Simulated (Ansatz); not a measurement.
## Course of a relaxation: AlN

Recipe of this trial structure of AlN: 5-connected net, two elements alternating (I-42d, No. 122). Its size is a rough estimate.

```
Al N
1.0
    -1.98555    1.98555    3.67348
     1.98555   -1.98555    3.67348
     1.98555    1.98555   -3.67348
Al N
4 4
Direct
  0.66010 0.62500 0.53510
  0.08990 0.12500 0.46490
  0.37500 0.91010 0.03510
  0.87500 0.33990 0.96490
  0.37500 0.33990 0.46490
  0.87500 0.91010 0.53510
  0.08990 0.62500 0.96490
  0.66010 0.12500 0.03510
```

Computed with Ansatz 0.2.0, DFT PBE, scalar-relativistic, plane waves, PAW. Cutoff 420 eV, Gaussian smearing, Γ-centred meshes. Cell and atoms relax first on a coarse mesh and then on a converged one. In between, the cell is made exact in the group found at 0.06 Å. The steps can't lower the symmetry of their start. No spin polarisation.

Steps on the 6×6×6 mesh (8 atoms, 9 steps). The free energy counts from the last step; the plane-wave basis is renewed at times, which shifts energy and pressure.

```csv
step,ΔF (meV/atom),V (Å³/atom),P (GPa),largest force component (eV/Å)
1,528.6,7.24,76.18,5.500
2,253.0,7.73,40.20,3.203
3,55.7,8.13,11.63,1.283
4,14.1,8.47,-3.22,0.009
5,12.8,8.37,0.02,0.002
6,0.6,8.37,1.84,0.002
7,0.2,8.43,0.11,0.001
8,0.2,8.43,0.00,0.000
9,0.0,8.43,0.00,0.000
```

The relaxed structure, after a last relaxation on the converged mesh:

```cif
data_structure
_symmetry_space_group_name_H-M 'Fm-3m'
_symmetry_Int_Tables_number 225
_cell_length_a 4.0705
_cell_length_b 4.0705
_cell_length_c 4.0705
_cell_angle_alpha 90.000
_cell_angle_beta 90.000
_cell_angle_gamma 90.000
_cell_volume 67.45
loop_
_atom_site_label
_atom_site_type_symbol
_atom_site_symmetry_multiplicity
_atom_site_Wyckoff_symbol
_atom_site_fract_x
_atom_site_fract_y
_atom_site_fract_z
_atom_site_occupancy
Al1 Al 4 a 0.00000 0.00000 0.00000 1
N1 N 4 b 0.50000 0.00000 0.00000 1
```

The symmetry goes from I-42d (No. 122) to Fm-3m (No. 225), and the primitive cell from 8 to 2 atoms. The end has the rock salt type. The volume per atom grows by 16.4 %, from 7.2 to 8.4 Å³. The shortest distance goes from 1.71 Å (Al–N) to 2.04 Å (Al–N). The energy falls by about 0.53 eV/atom (the start's value is from the coarse mesh). The end is written in a standard setting, so origin, axes and order of atoms can differ from the start's. Around Al lie 6 N at 2.04 Å; around N lie 6 Al at 2.04 Å.

| Property | Result |
| --- | --- |
| Volume per atom | 8.43 Å³ |
| Density | 4.04 g/cm³ |
| Formation energy | −1.200 eV/atom |
| Gap on the 10×10×10 mesh of the 2-atom cell | 4.44 eV |

Formation energies are uncorrected and refer to the elements' standard structures at the same level (N₂ as a molecule).

The last run used Gaussian smearing of 0.02 eV. Kohn–Sham gaps at this level usually fall short of measured ones. Symmetry constrained the relaxation, so the result can be a saddle point. In all, the 3 runs took 59 s on 1 thread of Arm Neoverse V1, on a shared host.
